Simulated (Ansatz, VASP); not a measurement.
# LaP in two plane-wave programs, part 2 of 2

Aim: how closely do two programs agree when they are given the same cell, functional and k mesh? The cell is taken from a series of VASP runs on this material, whose earlier steps may have relaxed, scaled or displaced it; both programs get it as it stands.

VASP 6.6.1 and Ansatz 0.2.0.

So far: The structure; VASP: zone-centre phonons, PBEsol.

## 3. Ansatz: zone-centre phonons, PBEsol

Level of this step: Ansatz beside VASP: Kohn-Sham DFT, plane waves, PBEsol (Ansatz).

Ansatz runs on its default PAW (the set named soft_2) files.

The same cell, functional, mesh and smearing now go to Ansatz, which takes its cutoff from its data sets.

The input, input.yaml:

```yaml
crystal:
  lattice:
    - [0.0, 2.9883543594, 2.9883543594]
    - [2.9883543594, 0.0, 2.9883543594]
    - [2.9883543594, 2.9883543594, 0.0]
  atoms:
    - { symbol: La, position: [0.0, 0.0, 0.0] }
    - { symbol: P, position: [0.5, 0.5, 0.5] }
hamiltonian:
  xc: pbesol
  pseudopotentials: { kind: paw }
kpoints:
  mp_grid: { grid: [12, 12, 12] }
scf:
  occupations: { method: gaussian, width: 0.05 }
phonons:
  method: dfpt
  qpoints: [[0, 0, 0]]
```

Started as:

```console
> ansatz run input.yaml --threads 4 --pin off --max-ram 9216MiB --backend cpu --events-out ev --progress --plain --runs-dir out
```

Numbers of over 12 decimals in the logs are rounded to 6 here.

What it wrote:

```text
Engine: ansatz 0.2.0, aarch64-unknown-linux-gnu
Pseudopotentials: kind: paw
Pseudopotential: La, paw, valence charge 11, recommended cutoff 420 eV (normal), La.paw.azcp
Pseudopotential: P, paw, valence charge 5, recommended cutoff 420 eV (normal), P.paw.azcp
Functional definition: PBEsol
  exchange = pbesol_x
  correlation = pbesol_c
Crystal: 2 atoms, lattice volume = 53.374 Å³
Basis set: ecut = 420 eV, 1037 PW (Γ), exchange–correlation on 60×60×60 points (8 copies of the dense FFT grid, shifted against one another)
Bands: 12, of which v1, the nominal top of the filled ones, is band 8 counted from 1 (7 counted from 0)
Symmetry: 48 space group operations
k-points: 163 of 1728 (irreducible under 8 space group operations, time reversal used)
Non-local potential: La, projectors of the file, l = 0: 3, l = 1: 2, l = 2: 2, l = 3: 3
Non-local potential: P, projectors of the file, l = 0: 2, l = 1: 2, l = 2: 2
PAW form: soft (Blöchl's): semilocal exchange-correlation on the pseudo side does not see the compensation charge
PAW frozen core: La, regenerated for the run's functional, and the local potential with it (the file was generated under x = pbe(κ = 0.804, μ = 0.219515), c = pbe(β = 0.066725))
PAW frozen core: P, regenerated for the run's functional, and the local potential with it (the file was generated under x = pbe(κ = 0.804, μ = 0.219515), c = pbe(β = 0.066725))
PAW one-centre angular grid: La, 590 points (default); XC on 64 Gauss nodes
PAW one-centre angular grid: P, 110 points (default); XC on 64 Gauss nodes
Initial density: superposition of atomic densities (neutral atoms: chi_scale 0, normalization atom), corrected by the library's trained network
Initial wavefunctions: pseudopotential atomic-orbital guess
Functional: x = pbesol(κ = 0.804, μ = 0.123457), c = pbesol(β = 0.046)
SCF iter   1: F=—  HF=-6904.437694 eV  |F-HF|=—  |Δ(HF+E_count)|=         —  Δρ=3.33e-3  dr2=1.11e-2  ethr=1.77e-3  ⟨swp⟩=5.1  Hψ=10730  notcnv=0
preconditioner: auto → Kerker (q_TF=auto, 2.232 Å⁻¹)  [metal: Δε(μ)=0.081 eV  Ē_g=10.912 eV  σ=0.050 eV  W_gap=0.49  n_scr=14 (ndim 8)  ℏωp=19.0 eV  f_vac=0.000  D(μ)=0.17/eV (n_scr^D=0)]
SCF iter   2: F=—  HF=-6904.434565 eV  |F-HF|=—  |Δ(HF+E_count)|=   3.13e-3  Δρ=1.56e-3  dr2=2.20e-3  ethr=6.91e-5  ⟨swp⟩=2.4  Hψ=4656  notcnv=0
preconditioner: auto → none  [insulator: Δε(μ)=0.111 eV  Ē_g=10.926 eV  σ=0.050 eV  W_gap=0.51  n_scr=14 (ndim 8)  ℏωp=19.0 eV  f_vac=0.000  D(μ)=0.17/eV (n_scr^D=0)  ε∞_Penn≈4.0]
SCF iter   3: F=—  HF=-6904.434137 eV  |F-HF|=—  |Δ(HF+E_count)|=   4.28e-4  Δρ=3.83e-4  dr2=1.41e-4  ethr=1.37e-5  ⟨swp⟩=2.2  Hψ=3240  notcnv=0
SCF iter   4: F=—  HF=-6904.434110 eV  |F-HF|=—  |Δ(HF+E_count)|=   2.64e-5  Δρ=9.05e-5  dr2=5.74e-6  ethr=8.84e-7  ⟨swp⟩=2.1  Hψ=2660  notcnv=0
SCF iter   5: F=—  HF=-6904.434108 eV  |F-HF|=—  |Δ(HF+E_count)|=   2.58e-6  Δρ=1.69e-5  dr2=1.14e-7  ethr=3.59e-8  ⟨swp⟩=2.5  Hψ=3353  notcnv=0
SCF iter   6: F=—  HF=-6904.434108 eV  |F-HF|=—  |Δ(HF+E_count)|=   2.05e-7  Δρ=2.80e-6  dr2=1.81e-9  ethr=7.14e-10  ⟨swp⟩=2.1  Hψ=3292  notcnv=0
SCF iter   7: F=—  HF=-6904.434108 eV  |F-HF|=—  |Δ(HF+E_count)|=  6.84e-10  Δρ=3.11e-7  dr2=4.80e-11  ethr=1.13e-11  ⟨swp⟩=2.0  Hψ=3169  notcnv=0
SCF iter   8: F=-6904.434108 eV  HF=-6904.434108 eV  |F-HF|=0.00e0  |Δ(HF+E_count)|=  6.37e-12  Δρ=3.01e-8  dr2=1.73e-13  ethr=1.00e-12  ⟨swp⟩=7.1  Hψ=11737  notcnv=0
SCF 1 converged in 8 iterations: F = -6904.434108 eV  dr2 = 1.73e-13
  greatest PAW one-centre occupation: 0.972 electrons in one spin orbital (limit 2), on the La atom at site 0 (counted from 0), in its partial waves of l = 0
DFPT response loops at Γ: preconditioner auto → Kerker (q_TF=auto, 2.232 Å⁻¹) (partly filled bands, converged f_vac=0.000); β = 1.00, the filter's whole step (`scf.mixing.beta` (0.50) is not read by the response loops under this deck's `scf.mixing.preconditioner`; to damp them name `kerker` or `kerker_dos`, under which they read `scf.mixing.beta`, and type it under 1.00, their step now; both keys bind the ground state too); Broyden in place of MSR1
SCF converged after 8 iterations
Free energy (F): -6904.434108 eV
Harris-Foulkes:  -6904.434108 eV  (|F-HF|=0.00e0)
Internal energy: -6904.433897 eV  (E = F + TS)
E sigma→0 (E₀):  -6904.434002 eV
Entropy (-TS):   -0.000211 eV (-0.105 meV/atom)
Fermi energy:    9.133880 eV
--- Per-component energies (eV) ---
  E_band       = -34.076126
  E_kinetic    = 262.062625
  E_local      = -383.004967  (includes V_loc(G=0)·N_el)
  E_nonlocal   = 131.623309
  E_hartree    = 118.391716
  E_xc         = -199.763036
  E_vxc        = -208.418422  (∫ρ·V_xc dr)
  E_paw        = -5883.179079  (= ΣΔE_a)
  E_vpaw       = -73.122103  (= ΣTr[D̂ρ^β])
  E_aug_tail   = 0.000003  (compensation charges beyond the density's cutoff)
  E_ewald      = -950.780073
  E_core_change = 0.215606  (= ΣΔE_core)
  E_smearing   = -0.000211  (= −TS)
  E_closure    = -0.000000  (closes the sum)
  Σ components = -6904.434108   (vs F -6904.434108, Δ=0.00e0)
--- Band table (eV; the first three rows and the last of 163) ---
  k-point 0: bands = [... 4 lower, -0.0681, 9.2468, 9.2468, 9.2468, 10.8837, 10.8837, 10.8837, 11.7887]
  k-point 1: bands = [... 4 lower, 0.0357, 8.8982, 9.0214, 9.0214, 10.8870, 10.9871, 10.9871, 11.9310]
  k-point 2: bands = [... 4 lower, 0.3177, 8.1533, 8.5571, 8.5571, 10.9124, 11.2448, 11.2448, 12.1212]
  k-point 162: bands = [... 4 lower, 0.7555, 7.4294, 8.1692, 8.1692, 11.3661, 11.3661, 12.1952, 12.1952]
--- Phonons (Γ-DFPT): 2 representative perturbations + reference, on 163 of 1728 k-points (Σ response iterations 6) ---
  k mesh reduced under 8 symmetry operations, with k and −k counted as one. Each operation leaves every solved perturbation unchanged. A smaller set is not used because it would not reduce the number of displacements times k-points to solve
  ASR residual: 4.932e-5 → 0.000e0 eV/Å²; symmetrization residual: 6.577e-7 eV/Å²
  ASR residual per site (eV/Å²): 4.93e-5 5.40e-6
  Γ frequencies (cm⁻¹): 0.00 0.00 0.00 171.54 171.54 171.54
  non-analytic LO–TO correction: not included (Born effective charges unavailable; polar crystals: no LO–TO splitting at Γ)
--- Phonons (arbitrary-q DFPT): 1 explicit q-point ---
  q = [0, 0, 0] (of the zone-centre solve; hermiticity 4.80e-7, symmetrization 5.83e-14): -0.00 -0.00 0.00 171.54 171.54 171.54
  sum rule: each row above includes the acoustic sum rule's correction from the zone centre's row sums; it moved no ω² by more than (0.31 cm⁻¹)²
```

Run time: 7.7 s. Hardware: 4 threads of Arm Neoverse V1, shared host; peak memory 0.69 GiB; 28 s of CPU time.

## 4. Differences

Known differences besides the potentials themselves: the cutoff is 420 eV in Ansatz and 500 eV in VASP; Ansatz makes its cores anew for this functional, VASP keeps those of its PBE data sets. Total energies have different zeros and are not compared.

Compared:

```csv
quantity,Ansatz,VASP,difference
optical mode 1 to 3 (cm⁻¹),171.5,173.0,-0.83 %
```

Modes are paired by rising frequency and degeneracy, not by their patterns, so a pair may still set unlike modes beside each other.

## 5. What came out

- r.m.s. difference of the optical zone-centre modes, each program's sorted by frequency (zone-centre phonons, PBEsol): 1.4 cm⁻¹
- difference in optical mode 1 to 3 (zone-centre phonons, PBEsol): -0.8 %

What this shows: The r.m.s. difference of the optical zone-centre modes, each program's sorted by frequency is 1.4 cm⁻¹ (zone-centre phonons, PBEsol). Among the rows given in per cent, the largest difference of the zone-centre phonons, PBEsol pair is in optical mode 1 to 3, -0.8 %. How closely two codes agree says nothing of how well the functional describes the real material.

[Lines on the potential files, build, host, timing and source positions are cut from VASP's logs without a mark.]

[Logs are printed without paths, hosts, clocks, repeated set-up lines and the standing remarks that a program may print on its own settings, such as how far it seeks lower states.]

[Hosts, paths, dates, database ids (printed as entryN), source tags and the programs' standing remarks are cut or masked in the printed files.]
